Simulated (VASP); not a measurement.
# PbF2 (Pnma) in VASP: a series of runs

One crystal, PbF2, is run at these levels: PBEsol; tasks: single point.

Everything below comes from runs of VASP 6.6.1. Logs are shortened: lines on timing, memory, paths and dates and some standing lists are left out, and cuts for length are marked.

### Step 1. The structure

Symmetry: Pnma, No. 62, orthorhombic system. The conventional cell has a = 6.137 Å, b = 3.763 Å, c = 7.475 Å, α = 90.00°, β = 90.00°, γ = 90.00°. Pb (site symmetry m) is surrounded by 7 F at 2.41 to 2.59 Å. F (site symmetry m) has 4 Pb at 2.41 to 2.49 Å and 2 F at 2.72 Å as nearest neighbours. F (site symmetry m) has 5 Pb at 2.48 to 2.81 Å and 2 F at 2.83 Å as nearest neighbours.

### Step 2. Single point, PBEsol

Input file INCAR:

```
SYSTEM = PbF2
ALGO = Fast
EDIFF = 1E-7
ENCUT = 520
GGA = PS
ISIF = 2
ISMEAR = 0
LASPH = .TRUE.
LCHARG = .TRUE.
LELF = .TRUE.
LREAL = .FALSE.
LVHAR = .TRUE.
LWAVE = .FALSE.
NBANDS = 68
NELM = 100
PREC = Accurate
SIGMA = 0.01
```

Input file KPOINTS:

```
k-points
0
G
  4 6 4
  0 0 0
```

Input file POSCAR:

```
PbF2
1.0
    6.1374728567      0.0000000000      0.0000000000
    0.0000000000      3.7625714620      0.0000000000
    0.0000000000      0.0000000000      7.4745383777
Pb F
4 8
Direct
    0.7450431882      0.7500000000      0.1159200960
    0.2549568118      0.2500000000      0.8840799040
    0.7549568118      0.2500000000      0.6159200960
    0.2450431882      0.7500000000      0.3840799040
    0.1417895586      0.7500000000      0.0618499038
    0.8582104414      0.2500000000      0.9381500962
    0.3582104414      0.2500000000      0.5618499038
    0.6417895586      0.7500000000      0.4381500962
    0.5385937959      0.7500000000      0.8305807975
    0.4614062041      0.2500000000      0.1694192025
    0.9614062041      0.2500000000      0.3305807975
    0.0385937959      0.7500000000      0.6694192025
```

Potentials or basis: VASP PAW PBE potentials, release 64 (Pb_d, F).

On the command line:

```
$ cat potpaw_PBE.64/Pb_d/POTCAR potpaw_PBE.64/F/POTCAR > POTCAR
$ mpirun -np 1 vasp_std > vasp.out
```

OUTCAR:

```text
SYSTEM = PbF2
   EDIFF = 1E-7
   ENCUT = 520
   GGA = PS
   ISIF = 2
   ISMEAR = 0
   LASPH = .TRUE.
   LREAL = .FALSE.
   NELM = 100
   PREC = Accurate

 ion  position               nearest neighbor table
   1  0.745  0.750  0.116-   6 2.41   6 2.41   5 2.47   9 2.48   8 2.49  10 2.59  10 2.59  11 2.81
                            11 2.81   4 3.67   4 3.67   2 3.95   2 3.95   2 4.04   2 4.04
   2  0.255  0.250  0.884-   5 2.41   5 2.41   6 2.47  10 2.48   7 2.49   9 2.59   9 2.59  12 2.81
                            12 2.81   3 3.67   3 3.67   1 3.95   1 3.95   1 4.04   1 4.04
   3  0.755  0.250  0.616-   8 2.41   8 2.41   7 2.47  11 2.48   6 2.49  12 2.59  12 2.59   9 2.81
                             9 2.81   2 3.67   2 3.67   4 3.95   4 3.95   4 4.04   4 4.04
   4  0.245  0.750  0.384-   7 2.41   7 2.41   8 2.47  12 2.48   5 2.49  11 2.59  11 2.59  10 2.81
                            10 2.81   1 3.67   1 3.67   3 3.95   3 3.95   3 4.04   3 4.04
   5  0.142  0.750  0.062-   2 2.41   2 2.41   1 2.47   4 2.49
   6  0.858  0.250  0.938-   1 2.41   1 2.41   2 2.47   3 2.49
   7  0.358  0.250  0.562-   4 2.41   4 2.41   3 2.47   2 2.49
   8  0.642  0.750  0.438-   3 2.41   3 2.41   4 2.47   1 2.49
   9  0.539  0.750  0.831-   1 2.48   2 2.59   2 2.59   3 2.81   3 2.81
  10  0.461  0.250  0.169-   2 2.48   1 2.59   1 2.59   4 2.81   4 2.81
  11  0.961  0.250  0.331-   3 2.48   4 2.59   4 2.59   1 2.81   1 2.81
  12  0.039  0.750  0.669-   4 2.48   3 2.59   3 2.59   2 2.81   2 2.81

  LATTYP: Found a simple orthorhombic cell.
 ALAT       =     3.7625714620
 B/A-ratio  =     1.6311910401
 C/A-ratio  =     1.9865505421

  Lattice vectors:

 A1 = (   0.0000000000,  -3.7625714620,   0.0000000000)
 A2 = (   6.1374728567,   0.0000000000,   0.0000000000)
 A3 = (   0.0000000000,   0.0000000000,   7.4745383777)

Analysis of symmetry for initial positions (statically):
=====================================================================
 Subroutine PRICEL returns:
 Original cell was already a primitive cell.

 Routine SETGRP: Setting up the symmetry group for a
 simple orthorhombic supercell.

 Subroutine GETGRP returns: Found  8 space group operations
 (whereof  2 operations were pure point group operations)
 out of a pool of  8 trial point group operations.

The static configuration has the point symmetry S_2 .
 The point group associated with its full space group is D_2h.

Analysis of symmetry for dynamics (positions and initial velocities):
=====================================================================
 Subroutine PRICEL returns:
 Original cell was already a primitive cell.

 Routine SETGRP: Setting up the symmetry group for a
 simple orthorhombic supercell.

 Subroutine GETGRP returns: Found  8 space group operations
 (whereof  2 operations were pure point group operations)
 out of a pool of  8 trial point group operations.

The dynamic configuration has the point symmetry S_2 .
 The point group associated with its full space group is D_2h.

 Subroutine INISYM returns: Found  8 space group operations
 (whereof  2 operations are pure point group operations),
 and found     1 'primitive' translations

----------------------------------------------------------------------------------------

                                     Primitive cell

  volume of cell :     172.6071

  direct lattice vectors                    reciprocal lattice vectors
     6.137472857  0.000000000  0.000000000     0.162933511  0.000000000  0.000000000
     0.000000000  3.762571462  0.000000000     0.000000000  0.265775683  0.000000000
     0.000000000  0.000000000  7.474538378     0.000000000  0.000000000  0.133787526

  length of vectors
     6.137472857  3.762571462  7.474538378     0.162933511  0.265775683  0.133787526

  position of ions in fractional coordinates (direct lattice)
     0.745043188  0.750000000  0.115920096
     0.254956812  0.250000000  0.884079904
     0.754956812  0.250000000  0.615920096
     0.245043188  0.750000000  0.384079904
     0.141789559  0.750000000  0.061849904
     0.858210441  0.250000000  0.938150096
     0.358210441  0.250000000  0.561849904
     0.641789559  0.750000000  0.438150096
     0.538593796  0.750000000  0.830580797
[... 30 lines left out ...]
     0.040733378  0.000000000  0.000000000     0.250000000  0.000000000  0.000000000
     0.000000000  0.044295947  0.000000000     0.000000000  0.166666667  0.000000000
     0.000000000  0.000000000  0.033446882     0.000000000  0.000000000  0.250000000

  Length of vectors
     0.040733378  0.044295947  0.033446882

  Shift w.r.t. Gamma in fractional coordinates (k-lattice)
     0.000000000  0.000000000  0.000000000

 Subroutine IBZKPT returns following result:
 ===========================================

 Found     36 irreducible k-points:

 Following reciprocal coordinates:
            Coordinates               Weight
  0.000000  0.000000  0.000000      1.000000
  0.250000  0.000000  0.000000      2.000000
  0.500000  0.000000  0.000000      1.000000
  0.000000  0.166667  0.000000      2.000000
  0.250000  0.166667  0.000000      4.000000
  0.500000  0.166667  0.000000      2.000000
[... 16 lines left out ...]
  0.250000  0.500000  0.250000      4.000000
  0.500000  0.500000  0.250000      2.000000
 [... further k-points ...]
   k-points           NKPTS =     36   k-points in BZ     NKDIM =     36   number of bands    NBANDS=     68
   number of dos      NEDOS =    301   number of ions     NIONS =     12
   total plane-waves  NPLWV =  75264
   dimension x,y,z NGX =    48 NGY =   28 NGZ =   56
   dimension x,y,z NGXF=    96 NGYF=   56 NGZF=  112
   ions per type =               4   8
   NGX,Y,Z   is equivalent  to a cutoff of  13.00, 12.37, 12.46 a.u.
   NGXF,Y,Z  is equivalent  to a cutoff of  26.00, 24.74, 24.91 a.u.
 SYSTEM =  PbF2
   PREC   = accura    normal or accurate (medium, high low for compatibility)
   ISTART =      0    job   : 0-new  1-cont  2-samecut
   ICHARG =      2    charge: 1-file 2-atom 10-const
   ISPIN  =      1    spin polarized calculation?
   LNONCOLLINEAR =      F non collinear calculations
   LSORBIT =      F    spin-orbit coupling
   LASPH  =      T    aspherical Exc in radial PAW
   ENCUT  =  520.0 eV  38.22 Ry    6.18 a.u.  11.41  7.00 13.90*2*pi/ulx,y,z
   NELM   =    100;   NELMIN=  2; NELMDL= -5     # of ELM steps
   EDIFF  = 0.1E-06   stopping-criterion for ELM
   LREAL  =      F    real-space projection
   EDIFFG = 0.1E-05   stopping-criterion for IOM
   NSW    =      0    number of steps for IOM
   IBRION =     -1    ionic relax: 0-MD 1-quasi-New 2-CG
   NFREE  =      0    steps in history (QN), initial steepest desc. (CG)
   ISIF   =      2    stress and relaxation
   ISYM   =      2    0-nonsym 1-usesym 2-fastsym
   POTIM  = 0.5000    time-step for ionic-motion
   TEBEG  =    0.0;   TEEND  =   0.0 temperature during run
   PSTRESS=    0.0 pullay stress
   NELECT =     112.0000    total number of electrons
   NUPDOWN=      -1.0000    fix difference up-down
   EMIN   =  10.00;   EMAX   =-10.00  energy-range for DOS
   EFERMI =   0.00;   METHOD = LEGACY
   ISMEAR =     0;   SIGMA  =   0.01  broadening in eV -4-tet -1-fermi 0-gaus
   EFERMI_NEDOS =   21; number of points for ismear=-14 and -15
   IALGO  =     68    algorithm
   IMIX   =      4    mixing-type and parameters
     AMIX     =   0.40;   BMIX     =  1.00
     AMIX_MAG =   1.60;   BMIX_MAG =  1.00
  volume/ion in A,a.u.               =      14.38        97.07
  Fermi-wavevector in a.u.,A,eV,Ry     =   1.417298  2.678305 27.330492  2.008734
  Thomas-Fermi vector in A             =   2.538543
   LORBIT       =      0    0 simple, 1 ext, 2 COOP (PROOUT), +10 PAW based schemes
   GGA     = PS    functional components
   LHFCALC =     F    Hartree Fock is set to
   AEXX    =    0.0000 exact exchange contribution
   IVDW    =     0    specifies the selected vdW correction
   LEPSILON=     F    determine dielectric tensor
   LRPA    =     F    only Hartree local field effects (RPA)
 non-spin polarized calculation
 RMM-DIIS sequential band-by-band and
 Gauss-broadening in eV      SIGMA  =   0.01
  energy-cutoff  :      520.00
  volume of cell :      172.61
 maximum number of plane-waves:      4684
 NGX is ok and might be reduce to    48
   NGX = 23   NGY = 13   NGZ = 27

 number of electron     111.9999914 magnetization

 Free energy of the ion-electron system (eV)
  ---------------------------------------------------
  ext. energy  EPLUGINS =         0.00000000
  ---------------------------------------------------
  free energy    TOTEN  =       -59.27890656 eV

  energy without entropy =      -59.27890656  energy(sigma->0) =      -59.27890656

 E-fermi :   3.9197     XC(G=0): -10.8813

 val. band max:        3.8643359377   @ k =   0.0000   0.3333   0.0000
 cond. band min:       7.8078454794   @ k =   0.0000   0.0000   0.0000
 fundamental gap:      3.9435095417
 Fermi energy:         3.9197101318

 k-point     1 :       0.0000    0.0000    0.0000
  band No.  band energies     occupation
      1     -18.2008      2.00000
      2     -18.0153      2.00000
      3     -17.7046      2.00000
      4     -17.6919      2.00000
      5     -17.2611      2.00000
      6     -17.2308      2.00000
[... 1693 lines left out ...]
     67      11.8389      0.00000
     68      11.8389      0.00000

 [... further k-points ...]

------------------------ aborting loop because EDIFF is reached ----------------------------------------

  FORCE on cell =-STRESS in cart. coord.  units (eV):
  Direction    XX          YY          ZZ          XY          YZ          ZX
  --------------------------------------------------------------------------------------
  -------------------------------------------------------------------------------------
  Total        6.7798047      6.8072775      6.8124982      0.0000000      0.0000000      0.0000000
  in kB       62.9316396     63.1866481     63.2351079      0.0000000      0.0000000      0.0000000
  external PRESSURE =      63.1177985 kB  Pullay stress =       0.0000000 kB

 VOLUME and BASIS-vectors are now :
 -----------------------------------------------------------------------------
  energy-cutoff  :      520.00
  volume of cell :      172.61
      direct lattice vectors                 reciprocal lattice vectors
     6.137472857  0.000000000  0.000000000     0.162933511  0.000000000  0.000000000
     0.000000000  3.762571462  0.000000000     0.000000000  0.265775683  0.000000000
     0.000000000  0.000000000  7.474538378     0.000000000  0.000000000  0.133787526

 POSITION                                       TOTAL-FORCE (eV/Angst)
 -----------------------------------------------------------------------------------
      4.57268      2.82193      0.86645        -0.001623      0.000000      0.014877
      1.56479      0.94064      6.60809         0.001623      0.000000     -0.014877
      4.63353      0.94064      4.60372         0.001623     -0.000000      0.014877
      1.50395      2.82193      2.87082        -0.001623     -0.000000     -0.014877
      0.87023      2.82193      0.46230        -0.000197     -0.000000      0.006347
      5.26724      0.94064      7.01224         0.000197      0.000000     -0.006347
      2.19851      0.94064      4.19957         0.000197      0.000000      0.006347
      3.93897      2.82193      3.27497        -0.000197      0.000000     -0.006347
      3.30560      2.82193      6.20821         0.000607     -0.000000     -0.005116
      2.83187      0.94064      1.26633        -0.000607     -0.000000      0.005116
      5.90060      0.94064      2.47094        -0.000607      0.000000     -0.005116
      0.23687      2.82193      5.00360         0.000607     -0.000000      0.005116
 -----------------------------------------------------------------------------------
    total drift:                                0.000000     -0.000000     -0.000000

  FREE ENERGIE OF THE ION-ELECTRON SYSTEM (eV)
  ---------------------------------------------------
  free  energy   TOTEN  =       -59.2789065629 eV

  energy  without entropy=      -59.2789065629  energy(sigma->0) =      -59.27890656
```

It took 7.6 min on 1 thread of Intel Xeon Platinum 8488C (Sapphire Rapids), shared host; peak memory 0.45 GiB.

Results:

- Free energy: -59.2789 eV
- Pressure: 6.3 GPa
- Largest force: 0.015 eV/Å
- Band gap on the k mesh: 3.94 eV, indirect (least direct gap 4.19 eV)

Forces in eV/Å, atoms in the order of the input:
```
Pb  -0.002  0.000  0.015
Pb   0.002  0.000 -0.015
Pb   0.002  0.000  0.015
Pb  -0.002  0.000 -0.015
F    0.000  0.000  0.006
F    0.000  0.000 -0.006
F    0.000  0.000  0.006
F    0.000  0.000 -0.006
F    0.001  0.000 -0.005
F   -0.001  0.000  0.005
F   -0.001  0.000 -0.005
F    0.001  0.000  0.005
```

Caveat: the PAW data sets were made with another functional, which shifts forces and pressure a little; spin-orbit coupling is left out, which as a rule narrows the gap of such compounds by several tenths of an eV.

### Step 3. Single point, PBEsol

Input file INCAR:

```
SYSTEM = PbF2
PREC = Accurate
ENCUT = 520
EDIFF = 1E-6
ISMEAR = 0
SIGMA = 0.1
LREAL = .False.
LASPH = .True.
NELM = 100
ALGO = Fast
ISIF = 2
LWAVE = .False.
LCHARG = .False.
GGA = PS
NBANDS = 68
```

Input file KPOINTS:

```
regular mesh
0
Gamma
  4 6 4
  0 0 0
```

Input file POSCAR:

```
PbF2
1.0
    6.1410531060      0.0000000000      0.0000000000
    0.0000000000      3.7610885823      0.0000000000
    0.0000000000      0.0000000000      7.4740720315
Pb F
4 8
Direct
    0.7450689315      0.7500000000      0.1160303348
    0.2549310685      0.2500000000      0.8839696652
    0.7549310685      0.2500000000      0.6160303348
    0.2450689315      0.7500000000      0.3839696652
    0.1417680465      0.7500000000      0.0616901289
    0.8582319535      0.2500000000      0.9383098711
    0.3582319535      0.2500000000      0.5616901289
    0.6417680465      0.7500000000      0.4383098711
    0.5386102217      0.7500000000      0.8310583488
    0.4613897783      0.2500000000      0.1689416512
    0.9613897783      0.2500000000      0.3310583488
    0.0386102217      0.7500000000      0.6689416512
```

Potentials or basis: VASP PAW PBE potentials, release 64 (Pb_d, F).

On the command line:

```
$ cat potpaw_PBE.64/Pb_d/POTCAR potpaw_PBE.64/F/POTCAR > POTCAR
$ mpirun -np 1 vasp_std > vasp.out
```

Wall time 4.3 min (1 thread of AMD EPYC 9R45 (Zen 5), shared host); peak memory 0.41 GiB.

Results (log left out):

```yaml
Free_energy: -59.2797 eV
Pressure: 6.3 GPa
Largest_force: 0.016 eV/Å
Band_gap_on_the_k_mesh: 3.94 eV, indirect (least direct gap 4.19 eV)
```

Forces in eV/Å, atoms in the order of the input:
```
Pb  -0.001  0.000  0.016
Pb   0.001  0.000 -0.016
Pb   0.001  0.000  0.016
Pb  -0.001  0.000 -0.016
F   -0.004  0.000  0.009
F    0.004  0.000 -0.009
F    0.004  0.000  0.009
F   -0.004  0.000 -0.009
F   -0.001  0.000 -0.010
F    0.001  0.000  0.010
F    0.001  0.000 -0.010
F   -0.001  0.000  0.010
```

Levels at points of the mesh, in eV from the valence-band top:
```
           k point  band 52  band 53  band 54  band 55  band 56  band 57  band 58  band 59  band 60  band 61
(0.00, 0.00, 0.00)    -2.41    -2.28    -0.46    -0.31    -0.25     3.94     5.03     5.26     5.89     7.03
(0.50, 0.00, 0.00)    -2.26    -1.15    -1.15    -0.31    -0.31     4.20     4.20     5.35     5.35     7.12
(0.00, 0.50, 0.00)    -2.22    -1.02    -1.02    -0.08    -0.08     4.73     4.73     5.67     5.67     6.38
(0.50, 0.50, 0.00)    -2.23    -0.59    -0.59    -0.59    -0.59     4.81     4.81     4.81     4.81     6.78
(0.00, 0.00, 0.50)    -2.32    -1.40    -1.40    -0.17    -0.17     4.51     4.51     6.19     6.19     6.31
(0.50, 0.00, 0.50)    -2.26    -0.78    -0.78    -0.63    -0.63     4.64     4.64     4.71     4.71     7.39
(0.00, 0.50, 0.50)    -2.18    -0.69    -0.69    -0.12    -0.12     4.30     4.30     6.13     6.13     6.19
(0.50, 0.50, 0.50)    -2.24    -0.51    -0.51    -0.51    -0.51     4.73     4.73     4.73     4.73     6.87
```

Caveat: the PAW data sets were made with another functional, which shifts forces and pressure a little; spin-orbit coupling is left out, which as a rule narrows the gap of such compounds by several tenths of an eV.
